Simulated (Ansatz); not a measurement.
# ZrB2 (P6/mmm) in Ansatz: notebook

One crystal, ZrB2, is run at these levels: r2SCAN; tasks: relaxation of cell and atoms.

All numbers are computed with Ansatz 0.2.0; they aren't measurements. Logs are shortened: lines on timing, memory, paths and dates and some standing lists are left out, and cuts for length are marked.

## Step 1: The structure

Symmetry: P6/mmm, No. 191, hexagonal system. The conventional cell has a = 3.170 Å, b = 3.170 Å, c = 3.533 Å, α = 90.00°, β = 90.00°, γ = 120.00°. Zr (site symmetry 6/mmm) is surrounded by 12 B at 2.54 Å. B (site symmetry -6m2) has 3 B at 1.83 Å as nearest neighbours.

## Step 2: Relaxation of cell and atoms, r2SCAN, target pressure 10 GPa, at which the enthalpy is minimised

Input file input.yaml:

```yaml
crystal:
  lattice:
    - [3.17, 0.0, 0.0]
    - [-1.585, 2.74530053, 0.0]
    - [0.0, 0.0, 3.533]
  atoms:
    - { symbol: Zr, position: [0.0, 0.0, 0.0] }
    - { symbol: B, position: [0.6666666667, 0.3333333333, 0.5] }
    - { symbol: B, position: [0.3333333333, 0.6666666667, 0.5] }
hamiltonian:
  xc: r2scan
  pseudopotentials: { kind: paw }
kpoints:
  mp_grid: { grid: [10, 10, 8] }
scf:
  occupations: { method: fermi_dirac, width: 0.05 }
output:
  forces: true
  stress: true
  eigenvalues: true
relax:
  f_tol: 0.01
  max_steps: 40
  cell: { stress_tol: 0.05, p_target: 10.0 }
```

Potentials or basis: Ansatz PAW.

Launch:

```
> ansatz run input.yaml --threads 2 --pin off --max-ram 5632MiB --backend cpu --events-out ev --progress --plain --runs-dir out
```

Log:

```text
Warning: RAYON_NUM_THREADS=2 ignored (pool sized by the plan → 2); use --threads N
Engine: ansatz 0.2.0, aarch64-unknown-linux-gnu
Pseudopotentials: kind: paw
Pseudopotential: Zr, paw, valence charge 12, recommended cutoff 500 eV (meta_gga), Zr.paw.azcp
Pseudopotential: B, paw, valence charge 3, recommended cutoff 500 eV (meta_gga), B.paw.azcp
Functional definition: r2SCAN
  parameter k0 = 0.174
  parameter k1 = 0.065
  parameter a1 = 4.9479
  exchange = r2scan_x(k0 = k0, k1 = k1, a1 = a1)
  correlation = r2scan_c
Crystal: 3 atoms, lattice volume = 30.746 Å³
Basis set: ecut = 500 eV, 787 PW (Γ), exchange–correlation on 96×96×108 points (64 copies of the dense FFT grid, shifted against one another)
Bands: 13, of which v1, the nominal top of the filled ones, is band 9 counted from 1 (8 counted from 0)
Symmetry: 24 space group operations
Space group: P6/mmm (ITA 191), of the structure as read, at distance tolerance 3.1e-5 Å
k-points: 70 of 800
Non-local potential: Zr, projectors of the file, l = 0: 3, l = 1: 2, l = 2: 2, l = 3: 2
Non-local potential: B, projectors of the file, l = 0: 2, l = 1: 2, l = 2: 1
PAW form: soft (Blöchl's): semilocal exchange-correlation on the pseudo side does not see the compensation charge
PAW frozen core: Zr, regenerated for the run's functional (the file was generated under x = pbe(κ = 0.804, μ = 0.2195149727645171), c = pbe(β = 0.06672455060314922))
PAW frozen core: B, regenerated for the run's functional (the file was generated under x = pbe(κ = 0.804, μ = 0.2195149727645171), c = pbe(β = 0.06672455060314922))
PAW one-centre angular grid: Zr, 590 points (default); XC on 160 Gauss nodes
PAW one-centre angular grid: B, 302 points (default); XC on 160 Gauss nodes
Initial density: superposition of atomic densities (neutral atoms: chi_scale 0, normalization atom), corrected by the library's trained network
Initial wavefunctions: pseudopotential atomic-orbital guess
Functional: x = r2scan, c = r2scan; τ floored in thin density (d = 2e-4 eV/Å³)
SCF iter   1: F=—  HF=-4511.252920 eV  |F-HF|=—  |Δ(HF+E_count)|=         —  Δρ=6.27e-3  dr2=7.04e-3  dr2_τ=2.39e-1  ethr=1.77e-3  ⟨swp⟩=5.8  Hψ=5029  notcnv=0
preconditioner: auto → none  [insulator: Δε(μ)=0.195 eV  Ē_g=9.446 eV  σ=0.050 eV  W_gap=0.62  n_scr=8 (ndim 8)  ℏωp=21.2 eV  f_vac=0.000  D(μ)=0.33/eV (n_scr^D=0)  ε∞_Penn≈6.0]
SCF iter   2: F=—  HF=-4511.328745 eV  |F-HF|=—  |Δ(HF+E_count)|=   7.58e-2  Δρ=3.67e-3  dr2=1.55e-3  dr2_τ=2.27e-4  ethr=3.91e-5  ⟨swp⟩=2.0  Hψ=2380  notcnv=0
SCF iter   3: F=—  HF=-4511.329741 eV  |F-HF|=—  |Δ(HF+E_count)|=   9.96e-4  Δρ=7.63e-4  dr2=1.59e-4  dr2_τ=2.34e-5  ethr=8.62e-6  ⟨swp⟩=2.3  Hψ=1361  notcnv=0
SCF iter   4: F=—  HF=-4511.329784 eV  |F-HF|=—  |Δ(HF+E_count)|=   4.29e-5  Δρ=2.84e-4  dr2=5.63e-5  dr2_τ=4.69e-6  ethr=8.84e-7  ⟨swp⟩=2.0  Hψ=1450  notcnv=0
SCF iter   5: F=—  HF=-4511.329768 eV  |F-HF|=—  |Δ(HF+E_count)|=   1.54e-5  Δρ=6.59e-5  dr2=1.40e-6  dr2_τ=4.15e-8  ethr=3.13e-7  ⟨swp⟩=2.3  Hψ=1227  notcnv=0
SCF iter   6: F=-4511.329769 eV  HF=-4511.329769 eV  |F-HF|=5.24e-8  |Δ(HF+E_count)|=   7.61e-7  Δρ=1.12e-5  dr2=2.19e-8  dr2_τ=3.54e-9  ethr=5.56e-10  ⟨swp⟩=3.4  Hψ=3956  notcnv=0
SCF 1 converged in 6 iterations: F = -4511.329769 eV  dr2 = 2.19e-8
relax step   1: F+E_penalty+E_count = -4511.32976908 eV  Δ(F+E_penalty+E_count) = +0.000e0 eV  max|allowed force component| = 7.401e-17 eV/Å  Δτ_max = 0.0000 Å  P = +0.798 GPa  Ω = 30.746 Å³  (6 SCF iters, dr2 threshold 1.00e-7 eV, accepted)
Crystal: 3 atoms, lattice volume = 29.175 Å³
Basis set: ecut = 500 eV, 733 PW (Γ), exchange–correlation on 96×96×108 points (64 copies of the dense FFT grid, shifted against one another)
Initial density: handed on by an earlier stage of this run
Initial wavefunctions: those handed on with the density
iter 1 solved again at ethr=5.68e-5 eV; its pass at ethr=3.10e-3 eV (dr2=1.02e-2 eV) is discarded
SCF iter   1: F=—  HF=-4511.196286 eV  |F-HF|=—  |Δ(HF+E_count)|=         —  Δρ=4.40e-3  dr2=1.03e-2  dr2_τ=3.13e-2  ethr=5.68e-5  ⟨swp⟩=1.0  Hψ=6448  notcnv=0
preconditioner: auto → none  [insulator: Δε(μ)=0.197 eV  Ē_g=9.834 eV  σ=0.050 eV  W_gap=0.62  n_scr=8 (ndim 8)  ℏωp=21.7 eV  f_vac=0.000  D(μ)=0.33/eV (n_scr^D=0)  ε∞_Penn≈5.9]
[... 23 lines left out ...]
SCF iter   2: F=—  HF=-4511.297699 eV  |F-HF|=—  |Δ(HF+E_count)|=   1.05e-4  Δρ=1.61e-4  dr2=6.20e-6  dr2_τ=1.32e-6  ethr=4.41e-7  ⟨swp⟩=2.0  Hψ=1458  notcnv=0
SCF iter   3: F=—  HF=-4511.297699 eV  |F-HF|=—  |Δ(HF+E_count)|=   3.85e-7  Δρ=7.42e-5  dr2=1.45e-6  dr2_τ=2.46e-7  ethr=3.44e-8  ⟨swp⟩=2.7  Hψ=1485  notcnv=0
SCF iter   4: F=-4511.297699 eV  HF=-4511.297699 eV  |F-HF|=2.50e-8  |Δ(HF+E_count)|=   4.87e-8  Δρ=2.34e-5  dr2=7.99e-8  dr2_τ=1.70e-9  ethr=1.67e-9  ⟨swp⟩=3.2  Hψ=3618  notcnv=0
SCF 4 converged in 4 iterations: F = -4511.297699 eV  dr2 = 7.99e-8
relax step   4: F+E_penalty+E_count = -4511.29769894 eV  Δ(F+E_penalty+E_count) = -5.874e-4 eV  max|allowed force component| = 4.071e-16 eV/Å  Δτ_max = 0.0000 Å  P = +9.847 GPa  Ω = 29.716 Å³  energy of the carried Pulay correction = +6.114e-4 eV  (4 SCF iters, dr2 threshold 3.00e-7 eV, accepted)
Crystal: 3 atoms, lattice volume = 29.700 Å³
iter 1 solved again at ethr=1.84e-8 eV; its pass at ethr=3.10e-3 eV (dr2=3.31e-6 eV) is discarded
SCF iter   1: F=—  HF=-4511.296732 eV  |F-HF|=—  |Δ(HF+E_count)|=         —  Δρ=8.22e-5  dr2=3.20e-6  dr2_τ=4.25e-6  ethr=1.84e-8  ⟨swp⟩=2.0  Hψ=6017  notcnv=0
preconditioner: auto → none  [insulator: Δε(μ)=0.192 eV  Ē_g=9.642 eV  σ=0.050 eV  W_gap=0.58  n_scr=8 (ndim 8)  ℏωp=21.5 eV  f_vac=0.000  D(μ)=0.31/eV (n_scr^D=0)  ε∞_Penn≈6.0]
SCF iter   2: F=—  HF=-4511.296739 eV  |F-HF|=—  |Δ(HF+E_count)|=   6.56e-6  Δρ=2.50e-5  dr2=2.02e-7  dr2_τ=8.06e-8  ethr=1.78e-8  ⟨swp⟩=2.0  Hψ=1495  notcnv=0
SCF iter   3: F=-4511.296739 eV  HF=-4511.296739 eV  |F-HF|=9.57e-9  |Δ(HF+E_count)|=   2.91e-8  Δρ=1.13e-5  dr2=3.76e-8  dr2_τ=3.98e-9  ethr=6.09e-10  ⟨swp⟩=4.8  Hψ=3323  notcnv=0
SCF 5 converged in 3 iterations: F = -4511.296739 eV  dr2 = 3.76e-8
relax step   5: F+E_penalty+E_count = -4511.29673884 eV  Δ(F+E_penalty+E_count) = +9.601e-4 eV  max|allowed force component| = 4.503e-16 eV/Å  Δτ_max = 0.0000 Å  P = +10.002 GPa  Ω = 29.700 Å³  energy of the carried Pulay correction = +6.207e-4 eV  (3 SCF iters, dr2 threshold 1.10e-7 eV, accepted)
Initial wavefunctions: pseudopotential atomic-orbital guess (no wavefunctions were taken with the density)
iter 1 solved again at ethr=4.33e-8 eV; its pass at ethr=3.10e-3 eV (dr2=7.79e-6 eV) is discarded
SCF iter   1: F=—  HF=-4511.296141 eV  |F-HF|=—  |Δ(HF+E_count)|=         —  Δρ=1.02e-4  dr2=3.42e-7  dr2_τ=3.52e-6  ethr=4.33e-8  ⟨swp⟩=3.1  Hψ=7594  notcnv=0
preconditioner: auto → none  [insulator: Δε(μ)=0.192 eV  Ē_g=9.641 eV  σ=0.050 eV  W_gap=0.58  n_scr=8 (ndim 8)  ℏωp=21.5 eV  f_vac=0.000  D(μ)=0.31/eV (n_scr^D=0)  ε∞_Penn≈6.0]
SCF iter   2: F=—  HF=-4511.296140 eV  |F-HF|=—  |Δ(HF+E_count)|=   8.24e-7  Δρ=5.07e-5  dr2=7.92e-8  dr2_τ=1.31e-7  ethr=1.90e-9  ⟨swp⟩=2.4  Hψ=1459  notcnv=0
SCF iter   3: F=—  HF=-4511.296140 eV  |F-HF|=—  |Δ(HF+E_count)|=   2.06e-7  Δρ=8.35e-6  dr2=3.00e-8  dr2_τ=4.80e-9  ethr=4.40e-10  ⟨swp⟩=2.0  Hψ=1540  notcnv=0
SCF iter   4: F=—  HF=-4511.296140 eV  |F-HF|=—  |Δ(HF+E_count)|=   6.62e-9  Δρ=2.11e-6  dr2=3.35e-10  dr2_τ=2.02e-10  ethr=1.67e-10  ⟨swp⟩=2.1  Hψ=1247  notcnv=0
SCF iter   5: F=-4511.296140 eV  HF=-4511.296140 eV  |F-HF|=4.55e-12  |Δ(HF+E_count)|=  6.63e-10  Δρ=3.76e-7  dr2=1.61e-11  dr2_τ=6.99e-12  ethr=1.00e-12  ⟨swp⟩=4.6  Hψ=4680  notcnv=0
SCF 6 converged in 5 iterations: F = -4511.296140 eV  dr2 = 1.61e-11
relax step   6: F+E_penalty+E_count = -4511.29614046 eV  Δ(F+E_penalty+E_count) = +5.984e-4 eV  max|allowed force component| = 4.441e-16 eV/Å  Δτ_max = 0.0000 Å  P = +9.992 GPa  Ω = 29.700 Å³  stress off target by 8.29e-3 GPa  SCF on the basis re-selected at this cell (its energy is not comparable with the rows above)  (5 SCF iters)
basis re-selected at this cell: Δ(F+E_penalty+E_count) = +5.984e-4 eV, ΔP = -0.010 GPa vs the last step (what re-selecting the basis moved, of the pressure what is left beyond the Pulay correction that the steps carried, after the strain that the cell walked since its last selection, with what the two solves' SCF thresholds leave and, on support functions, any second-order correction that the steps lacked; it is no measure of the basis error at this ecutwfc). This SCF's stress stands 8.29e-3 GPa from its target on what of the cell is left free (relax.cell.stress_tol is 5.00e-2 GPa) and its largest allowed force component is 4.44e-16 eV/Å (relax.f_tol is 1.00e-2 eV/Å): within both
SCF converged after 5 iterations
Free energy (F): -4511.296140 eV
Harris-Foulkes:  -4511.296140 eV  (|F-HF|=4.55e-12)
Internal energy: -4511.293527 eV  (E = F + TS)
E sigma→0 (E₀):  -4511.294834 eV
Entropy (-TS):   -0.002614 eV (-0.871 meV/atom)
Fermi energy:    16.402917 eV
--- Per-component energies (eV) ---
  E_band       = -26.603441
  E_kinetic    = 437.526933
  E_local      = -536.575242  (includes V_loc(G=0)·N_el)
  E_nonlocal   = 99.907893
  E_hartree    = 170.635722
  E_xc         = -222.275350
  E_vxc        = -298.865361  (∫ρ·V_xc dr)
  E_paw        = -3130.925850  (= ΣΔE_a)
  E_vpaw       = -86.257845  (= ΣTr[D̂ρ^β])
  E_aug_tail   = 0.000006  (compensation charges beyond the density's cutoff)
  E_vtau       = 16.388790  (kinetic-family band-sum trace: ∫τ·v_τ [+ j·A + Jᵃ·Aᵃ] dr)
  E_ewald      = -1329.386013
  E_core_change = -0.201626  (= ΣΔE_core)
  E_smearing   = -0.002614  (= −TS)
  E_closure    = 0.000000  (closes the sum)
  Σ components = -4511.296140   (vs F -4511.296140, Δ=0.00e0)
--- Forces (eV/Å), atoms counted from 1 ---
  atom   1  Zr     0.00000000     0.00000000     0.00000000
  atom   2  B     -0.00000000    -0.00000000     0.00000000
  atom   3  B      0.00000000     0.00000000    -0.00000000
  max |Σ_I F_I| component: 2.47e-29 eV/Å
--- Stress (GPa, compression-positive) ---
        9.992068       0.000000      -0.000000
        0.000000       9.992068      -0.000000
       -0.000000      -0.000000       9.991713
  P = ⅓ Tr σ = 9.9919 GPa (99.919 kbar)
--- Band table (eV; the first three rows and the last of 70) ---
  k-point 0: bands = ["-33.8139", "-11.3281", "-10.6935", "-10.6935", "2.6745", "13.6637", "13.6637", "13.7170", "13.8609", "20.2566", "20.2566", "21.0577", "21.0577"]
  k-point 1: bands = ["-33.8104", "-11.3943", "-10.6890", "-10.6890", "2.9248", "12.3327", "13.8208", "13.8208", "15.1851", "19.1797", "19.1797", "20.5450", "20.5450"]
  k-point 2: bands = ["-33.8021", "-11.5498", "-10.6783", "-10.6783", "3.5943", "10.8576", "14.2778", "14.2778", "16.5726", "17.9531", "17.9531", "19.3591", "19.3591"]
  k-point 69: bands = ["-33.6295", "-11.4987", "-11.4167", "-11.2936", "6.4519", "7.4997", "11.1820", "13.4720", "13.5460", "20.8780", "22.7495", "23.1031", "23.2711"]
--- Relaxed structure (5 steps of the walk, 5 accepted, 1 SCFs on fresh bases) ---
  F+E_penalty+E_count = -4511.29614046 eV   max|allowed force component| = 4.441e-16 eV/Å   (the final SCF, on the basis selected at the relaxed cell)
  cell:  # Å, volume = 29.7002 Å³
    - [3.1284695048476743, 0.0, 0.0]
    - [-1.5642347524238371, 2.70933406616301, 0.0]
    - [0.0, 0.0, 3.504000609887631]
  atoms:
    - { symbol: Zr, position: [5.28900764090149e-36, -2.9230709038687116e-36, 0.0] }
    - { symbol: B, position: [0.6666666666666667, 0.33333333333333337, 0.5000000000000001] }
    - { symbol: B, position: [0.33333333333333337, 0.6666666666666667, 0.5000000000000001] }
```

Run time: 11 s. Hardware: 2 threads of Arm Neoverse V2, shared host; peak memory 0.41 GiB.

What came out:

```
Free energy                                            : -4511.2961 eV
Relaxed volume                                         : 9.90 Å³/atom
Relaxed cell                                           : a = 3.128 Å, b = 3.128 Å, c = 3.504 Å, α = 90.00°, β = 90.00°, γ = 120.00°
Space group after relaxing (to 0.05 Å)                 : P6/mmm (No. 191)
Energy change on relaxing (the enthalpy is what falls) : +11.2 meV/atom
Ionic steps                                            : 6
Pressure after relaxing                                : 10.0 GPa
Band gap on the k mesh                                 : none (metal or under the smearing width)
```

The path:
```tsv
step	energy change (eV)	largest force (eV/Å)	volume (Å³)
1	0.0000	0.0000	30.75
2	0.0775	0.0000	29.17
3	0.0327	0.0000	29.71
4	0.0321	0.0000	29.72
5	0.0330	0.0000	29.70
6	0.0336	0.0000	29.70
```

Final structure:
```cif
data_structure
_symmetry_space_group_name_H-M 'P 1'
_symmetry_Int_Tables_number 1
_cell_length_a 3.1285
_cell_length_b 3.1285
_cell_length_c 3.5040
_cell_angle_alpha 90.000
_cell_angle_beta 90.000
_cell_angle_gamma 120.000
_cell_volume 29.70
loop_
_atom_site_label
_atom_site_type_symbol
_atom_site_fract_x
_atom_site_fract_y
_atom_site_fract_z
_atom_site_occupancy
Zr1 Zr 0.00000 0.00000 0.00000 1
B1 B 0.66667 0.33333 0.50000 1
B2 B 0.33333 0.66667 0.50000 1
```

Caveat: the plane-wave basis is chosen anew once the cell has moved, so the energies of steps on either side of that aren't comparable; the PAW data sets come from PBE, with cores solved anew for the run's functional, which leaves a small shift of forces and pressure.

[end of part 1 of 2]
